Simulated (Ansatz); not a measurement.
# Photoemission of C(111) with NH2 on 25 % of the top atoms and H on the rest, part 2 of 3

What would XPS and angle-resolved spectra of C(111) with NH2 on 25 % of the top atoms and H on the rest look like?

Ansatz 0.2.0; DFT, PBE, plane-wave PAW, scalar-relativistic; PAW set soft_1.

So far: The structure; Relaxation; Layer-resolved bands, DOS and potential.

## (3) Layer-resolved bands, DOS and potential (continued)

Maxima picked by a test of local sharpness, so broad peaks and shoulders can be missing; peaks within 0.45 eV of a curve's cut are left out. Valence peaks, by row, the first 40 of 70 rows:

```
photon energy (eV)  binding energy (eV)  height (% of the maximum within 13 eV)  main shell  its share (%)
              21.2                8.553                                   59.16        C 2p          51.18
              21.2                8.103                                   71.56        C 2p          55.59
              21.2                7.553                                   71.93        C 2p          62.87
              21.2                7.203                                   69.23        C 2p          58.99
              21.2                6.003                                   89.88        C 2p          77.39
              21.2                5.403                                   56.51        C 2p          79.08
              21.2                4.853                                     100        C 2p           77.9
              21.2                4.403                                   86.32        C 2p          74.98
              21.2                3.253                                   55.37        C 2p          84.97
              21.2                2.903                                   60.56        C 2p          85.03
              21.2                2.603                                      55        C 2p          80.48
              21.2                2.153                                   56.93        C 2p           61.9
              21.2                1.753                                    62.3        C 2p          46.78
              21.2                1.353                                   61.32        N 2p          47.09
                60                18.65                                   42.48        N 2s          60.36
                60                17.75                                   45.36        N 2s          69.04
                60                8.603                                   70.08        N 2p          65.17
                60                8.153                                   78.32        N 2p          61.36
                60                7.553                                    71.8        N 2p          54.58
                60                7.253                                    72.8        N 2p           61.4
                60                6.053                                   67.32        C 2p          49.44
                60                5.453                                   41.54        C 2p          48.99
                60                4.853                                   68.44        C 2p          54.05
                60                4.453                                   53.94        C 2p          57.07
                60                2.853                                   40.75        C 2p          54.21
                60                2.653                                   41.31        C 2p          46.43
                60                1.753                                    98.5        N 2p          78.48
                60                1.353                                     100        N 2p          78.55
              1487                19.35                                   68.88        C 2s          78.12
              1487                18.65                                   121.2        N 2s          50.66
              1487                 18.2                                    79.9        C 2s           61.7
              1487                 17.7                                     123        N 2s          59.41
              1487                17.55                                   123.9        C 2s          55.15
              1487                   17                                   76.61        C 2s          80.54
              1487                   16                                   111.6        C 2s          88.52
              1487                15.45                                   124.1        C 2s           83.9
              1487                14.55                                   157.7        C 2s          90.91
              1487                 13.5                                   94.07        C 2s          93.91
              1487                11.65                                   81.67        C 2s          94.99
              1487                10.95                                     100        C 2s          93.75
```

The planar mean, electrostatic potential oscillates, so the rows of the table below give means over windows of 1 Å about each position, cut where the curve ends. Its maxima inside the range that stand out by 2 % of the span (Å: eV): 7.4: -0.176, 9.4: -1.00, 11.4: -1.14, 13.6: -0.541. Its minima: 7.1: -0.849, 8.4: -19.0, 10.4: -19.1, 12.4: -19.3, 14.0: -2.07.

From the valence-band maximum. The planar mean, electrostatic potential by z; means over each step:

```
z (Å)  planar mean, electrostatic potential (eV)
    0                                       3.70
    1                                       3.68
    2                                       3.68
    3                                       3.68
    4                                       3.68
    5                                       3.65
    6                                       3.28
    7                                     0.0196
    8                                      -12.4
    9                                      -8.21
   10                                      -11.8
   11                                      -9.32
   12                                      -10.9
   13                                      -10.0
   14                                      -1.45
   15                                       1.71
   16                                       3.67
   17                                       3.74
   18                                       3.74
   19                                       3.74
   20                                       3.74
   21                                       3.73
```

The intensity has structure finer than the step of the table below, so its rows give means over 1 eV, whole bins alone (the curve runs from -22.3 to 1.47 eV). Peaks (eV: height): N K -10.2: 15.2, -8.1: 63.5, -1.7: 99.9; N K, E along x -8.6: 135, -7.1: 134, -5.9: 50.2; N K, E along y -1.7: 269; N K, E along z -8.0: 83.8, -6.4: 48.2, -4.9: 50.1, -1.4: 39.2; C K -7.5: 55.4, -6.0: 88.1, -4.8: 99.4, -2.9: 68.8.

Shapes are the site's partial DOS without matrix elements, which overweights lines from ligand s bands. Table of intensity by emission energy less the core level's binding energy, zero at the valence-band maximum; means over each step; 7 of 8 lines; values in % of the unpolarised maximum:

```
emission energy less the core level's binding energy (eV)     N K  N K, E along x  N K, E along y  N K, E along z    C K  C K, E along x  C K, E along y
                                                      -21  0.0961          0.0372          0.0621           0.189  0.231           0.192           0.192
                                                      -20   0.496          0.0641           0.271            1.15   2.02            2.20            2.21
                                                      -19    2.22           0.105            2.33            4.22   5.57            5.61            5.62
                                                      -18    1.82           0.231            3.65            1.59   7.47            7.28            7.21
                                                      -17   0.922           0.338            2.07           0.354   9.31            9.96            9.96
                                                      -16    1.21           0.613            1.88            1.12   12.9            13.7            13.7
                                                      -15    1.86           0.854            1.80            2.91   13.9            15.2            15.2
                                                      -14    2.46           0.971            1.55            4.85   12.5            14.1            14.0
                                                      -13    2.98           0.845            1.24            6.87   12.3            14.8            14.6
                                                      -12    3.59            2.36            1.51            6.91   19.9            23.5            23.0
                                                      -11    8.67            6.56            3.26            16.2   32.4            28.6            28.8
                                                      -10    9.43            6.92            2.90            18.5   24.2            22.2            22.5
                                                       -9    23.6            52.0            3.96            14.9   22.6            24.4            23.0
                                                       -8    58.1            94.9            13.4            65.9   50.0            42.5            44.4
                                                       -7    46.6            92.6            9.19            38.1   47.4            46.1            45.9
                                                       -6    29.7            39.2            13.0            36.9   69.7            68.7            70.1
                                                       -5    22.3            15.4            16.0            35.5   78.2            71.4            71.4
                                                       -4    13.5           10.00            19.9            10.7   71.5            71.9            71.6
                                                       -3    18.9            3.39            44.0            9.44   64.3            66.2            64.0
                                                       -2    71.3            1.60             191            21.2   42.7            42.1            41.2
                                                       -1    41.2           0.789             107            15.5   20.8            22.8            24.6
                                                        0    1.59           0.149            4.02           0.599   4.38            6.08            6.36
```

Broadened DOS, unweighted empty DOS against E, zero at the valence-band maximum; read off at these points:

```
E (eV)  broadened DOS, unweighted empty DOS (states/eV/cell)
   1.5                                                     0
   2.0                                               0.00186
   2.5                                                 0.280
   3.0                                                  1.81
   3.5                                                  2.47
   4.0                                                  3.31
   4.5                                                  3.19
   5.0                                                  5.65
   5.5                                                  7.16
   6.0                                                  9.35
   6.5                                                  11.9
   7.0                                                  12.5
```

The spectra weight each projected shell by its atomic cross section (Dirac–Hartree–Slater) and angular factor, for linear light with the analyser at 10° from the polarisation. Broadening, on top of any smearing of the DOS itself: a Gaussian of 0.1 eV and a Lorentzian of 0.1 eV plus 0 times the binding energy (full widths), Fermi edge at 77 K. Each atom is damped by exp[−depth/(λ cos θ)], θ = 75° from the normal, λ from the universal curve. Curves are cut 10 eV under the photon energy, above any shell that the free atom's threshold puts out of reach, or at the lower edge of the window: 11.2 eV at 21.2 eV, 22.4 eV at 60 eV, 22.4 eV at 1486.7 eV, 22.4 eV at 2150 eV and 22.4 eV at 9251.7 eV. Dipole terms alone, which is rough above 3 keV; no background, satellites or final-state effects.

Share of each shell in the spectrum's area (%), by photon energy:

```
shell  21.2 eV  60 eV  1486.7 eV  2150 eV  9251.7 eV
 N 2s      0.0    9.8       16.3     15.7       13.6
 N 2p     16.4   38.3        1.2      0.7        0.1
 H 1s     11.5    6.5        0.3      0.3        0.1
 C 2s      2.2   13.5       78.5     81.0       85.6
 C 2p     69.9   31.9        3.6      2.3        0.5
```

Regions along c: top from 12.4 to 18.6 Å, middle from 9.2 to 12.4 Å, bottom from 3.0 to 9.2 Å. The top region's edge passes close to a layer, so the weights are only a guide.

States with weight above 0.08 nearest the zero at K of the zone, within the window kept, -6.6 to 7.3 eV (levels that the program groups as degenerate share a row):

```
E (eV)  weight, total  weight, top  weight, middle  weight, bottom
 -4.93           0.27         0.03            0.13            0.11
 -4.93           0.50         0.03            0.24            0.23
 -4.89           0.17         0.03            0.11            0.03
 -4.85           0.62         0.13            0.39            0.10
 -4.82           0.58         0.05            0.13            0.40
 -4.41           0.28         0.12            0.09            0.07
 -2.16           0.11         0.09            0.01            0.00
 -1.36           0.16         0.14            0.01            0.00
  4.31           0.11         0.09            0.01            0.00
  4.88           0.08         0.07            0.02            0.00
```

States with weight above 0.08 nearest the zero at Γ of the zone, within the window kept, -6.6 to 7.3 eV (levels that the program groups as degenerate share a row):

```
E (eV)  weight, total  weight, top  weight, middle  weight, bottom
 -2.13           0.68         0.19            0.41            0.07
 -2.02           1.00         0.13            0.70            0.17
 -1.84           0.62         0.08            0.37            0.18
 -1.41           0.88         0.19            0.41            0.28
 -1.09           1.00         0.27            0.27            0.45
 -0.99           0.90         0.23            0.24            0.43
 -0.03           1.00         0.14            0.50            0.36
  0.00           0.98         0.16            0.50            0.33
  2.69           0.83         0.68            0.02            0.10
  2.89           0.99         0.08            0.04            0.75
```

States with weight above 0.08 nearest the zero at M of the zone, within the window kept, -6.6 to 7.3 eV (levels that the program groups as degenerate share a row):

```
E (eV)  weight, total  weight, top  weight, middle  weight, bottom
 -4.32           0.48         0.14            0.12            0.22
 -4.27           0.32         0.09            0.08            0.15
 -4.21           0.19         0.06            0.05            0.09
 -3.44           0.47         0.06            0.22            0.19
 -3.08           0.48         0.10            0.24            0.13
 -2.99           0.46         0.07            0.23            0.16
 -2.96           0.33         0.05            0.17            0.11
 -2.93           0.19         0.04            0.10            0.06
 -2.13           0.10         0.06            0.03            0.01
 -1.84           0.11         0.08            0.02            0.00
```

The largest force component on a free atom is 0.020 eV/Å, so the atoms are at rest for these settings too.

## (4) Z+1 stand-in on atom 7

System of this step: H9C23N2. The cell holds 34 atoms: 9 H, 2 N and 23 C. Cell: a = 5.044 Å, b = 5.044 Å, c = 21.664 Å, α = 90.0°, β = 90.0°, γ = 60.0°. It derives from C. Regions: ad, 6 atoms (1 N and 5 H); L1, 4 atoms (1 N and 3 C); L2, 4 atoms (4 C); L3, 4 atoms (4 C); mid, 4 atoms (4 C); rest, 12 atoms (8 C and 4 H). Vacuum lies along c.

An atom with a screened core hole acts much like the next element, so total energies with that element on different sites give core-level shifts.

input.yaml

```yaml
crystal:
  lattice:
    - [5.044499777, 0.0, 0.0]
    - [2.5222498885, 4.3686649563, 0.0]
    - [0.0, 0.0, 21.6636689229]
  atoms:
    - { symbol: H, position: [0.1159760381, 0.0891292305, 0.6755632773] }
    - { symbol: H, position: [0.7948947313, 0.0891292305, 0.6755632773] }
    - { symbol: "N", position: [0.0109837726, -0.0219675451, 0.6578005088] }
    - { symbol: H, position: [0.5013420123, -0.0026840246, 0.6380537705] }
    - { symbol: H, position: [0.0004231513, 0.504150008, 0.6380806533] }
    - { symbol: H, position: [0.4954268407, 0.504150008, 0.6380806533] }
    - { symbol: "N", position: [0.0006112276, -0.0012224553, 0.5895892522] }
    - { symbol: C, position: [0.5001803201, -0.0003606402, 0.5870464613] }
    - { symbol: C, position: [0.0001640748, 0.4993059563, 0.5872105141] }
    - { symbol: C, position: [0.5005299689, 0.4993059563, 0.5872105141] }
    - { symbol: C, position: [0.833470787, 0.3330584261, 0.5649750358] }
    - { symbol: C, position: [0.333393491, 0.3332130181, 0.5645400619] }
    - { symbol: C, position: [0.8339420047, 0.8325173507, 0.5649835511] }
    - { symbol: C, position: [0.3335406446, 0.8325173507, 0.5649835511] }
    - { symbol: C, position: [0.8338167337, 0.3323665326, 0.4933249981] }
    - { symbol: C, position: [0.3334520942, 0.3330958116, 0.4930828511] }
    - { symbol: C, position: [0.8338470336, 0.8337874866, 0.4933287555] }
    - { symbol: C, position: [0.3323654798, 0.8337874866, 0.4933287555] }
    - { symbol: C, position: [0.166580858, 0.1666050259, 0.4694222471] }
    - { symbol: C, position: [0.6668141161, 0.1666050259, 0.4694222471] }
    - { symbol: C, position: [0.1666680492, 0.6666639016, 0.4694554058] }
    - { symbol: C, position: [0.6667004159, 0.6665991682, 0.4696921783] }
    - { symbol: C, position: [0.1666666665, 0.166666667, 0.398125181] }
    - { symbol: C, position: [0.6666666665, 0.166666667, 0.398125181] }
    - { symbol: C, position: [0.1666666665, 0.666666667, 0.398125181] }
    - { symbol: C, position: [0.6666666665, 0.666666667, 0.398125181] }
    - { symbol: C, position: [0.0, 0.0, 0.374359488] }
    - { symbol: C, position: [0.5, 0.0, 0.374359488] }
    - { symbol: C, position: [0.0, 0.5, 0.374359488] }
    - { symbol: C, position: [0.5, 0.5, 0.374359488] }
    - { symbol: H, position: [0.0, 0.0, 0.323121629] }
    - { symbol: H, position: [0.5, 0.0, 0.323121629] }
    - { symbol: H, position: [0.0, 0.5, 0.323121629] }
    - { symbol: H, position: [0.5, 0.5, 0.323121629] }
kpoints:
  mp_grid: { grid: [6, 6, 1] }
scf:
  occupations: { method: fermi_dirac, width: 0.02 }
  n_extra_bands: 26
hamiltonian:
  xc: pbe
  pseudopotentials: { kind: paw, azcp: { folder: soft_1 } }
output:
  forces: true
  write_potential: true
  volumetric_format: []
efield:
  axis: 3
  dipole_correction: true
```

On the command line:

```console
> ansatz run input.yaml --threads 4 --pin off --max-ram 11264MiB --backend cpu --events-out ev --progress --plain --runs-dir out
```

Elapsed: 24 s, on 4 threads of Intel Xeon Platinum 8375C at 2.90GHz (Ice Lake), shared host; peak memory 1.3 GiB; 93 s of CPU time.

This run has no spin polarisation although its electron count is odd.

Numbers from this step:

| Item | Value |
| --- | --- |
| free energy | -6677.1971 eV |
| energy at zero smearing | -6677.1930 eV |
| smearing term TS | 0.008129 eV |
| Fermi energy | 4.034 eV |

## (5) Z+1 stand-in on atom 10

System of this step: H9C23N2. The cell holds 34 atoms: 9 H, 2 N and 23 C. Its edges and angles: a = 5.044 Å, b = 5.044 Å, c = 21.664 Å, α = 90.0°, β = 90.0°, γ = 60.0°. It derives from C. Regions: ad, 6 atoms (1 N and 5 H); L1, 4 atoms (3 C and 1 N); L2, 4 atoms (4 C); L3, 4 atoms (4 C); mid, 4 atoms (4 C); rest, 12 atoms (8 C and 4 H). Vacuum lies along c.

The same swap on atom 10.

Edit input.yaml of step 4 so:

```diff
@@ -12,6 +12,6 @@
     - { symbol: H, position: [0.4954268407, 0.504150008, 0.6380806533] }
-    - { symbol: "N", position: [0.0006112276, -0.0012224553, 0.5895892522] }
+    - { symbol: C, position: [0.0006112276, -0.0012224553, 0.5895892522] }
     - { symbol: C, position: [0.5001803201, -0.0003606402, 0.5870464613] }
     - { symbol: C, position: [0.0001640748, 0.4993059563, 0.5872105141] }
-    - { symbol: C, position: [0.5005299689, 0.4993059563, 0.5872105141] }
+    - { symbol: "N", position: [0.5005299689, 0.4993059563, 0.5872105141] }
     - { symbol: C, position: [0.833470787, 0.3330584261, 0.5649750358] }
```

The job ended after 37 s (4 threads; peak memory 1.5 GiB).

Numbers from this step:

```yaml
free_energy: -6678.1814 eV
energy_at_zero_smearing: -6678.1787 eV
smearing_term_ts: 0.005369 eV
fermi_energy: 4.045 eV
symmetry_operations: 1
```

(Continued in part 3 of 3.)

[Logs are printed without paths, hosts, clocks, repeated set-up lines and the standing remarks that a program may print on its own settings, such as how far it seeks lower states.]

[Hosts, paths, dates, database ids (printed as entryN), source tags and the programs' standing remarks are cut or masked in the printed files.]

[Maps of the electrostatic potential energy from Ansatz leave out the sawtooth potential of an applied field or a dipole correction, so their vacuum need not be flat; work functions include it.]
